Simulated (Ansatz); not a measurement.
CaSe:

```xyz
2
Lattice="0.0000 3.3000 3.3000 3.3000 0.0000 3.3000 3.3000 3.3000 0.0000" Properties=species:S:1:pos:R:3 pbc="T T T"
Se    1.6500    1.6500    1.6500
Ca    0.0000    0.0000    0.0000
```

The cell comes from a database or a generator and needn't be the stable form of this composition.

```yaml
Program: Ansatz 0.2.0
Task: relaxation of cell and atoms
Functional: BLYP
Dispersion: D4
Potentials_or_basis: all-electron LAPW, scalar-relativistic
Basis_error_allowed: 0.001 eV/atom
k_mesh: 7 × 7 × 7
Occupations: gaussian, width 0.05 eV
Spin: no spin polarisation
```

At the start: volume 35.94 Å³/atom.

Question: How do energy, volume and symmetry change on relaxing?

Answer: Over 4 steps the energy falls by 5.8 meV/atom and the volume is 34.54 Å³/atom (-3.9 %); space group F-43m (No. 216, to 0.05 Å).

The path:
```
step  energy change (eV)  largest force (eV/Å)  volume (Å³)
   1              0.0000                0.0000        71.87
   2             -0.0113                0.0000        68.59
   3             -0.0116                0.0000        69.09
   4             -0.0116                0.0000        69.09
```

Final structure:
```yaml
crystal:
  lattice:
    - [0.00000, 3.25681, 3.25681]
    - [3.25681, 0.00000, 3.25681]
    - [3.25681, 3.25681, 0.00000]
  atoms:
    - { symbol: Se, position: [0.25000, 0.25000, 0.25000] }
    - { symbol: Ca, position: [0.00000, 0.00000, 0.00000] }
```
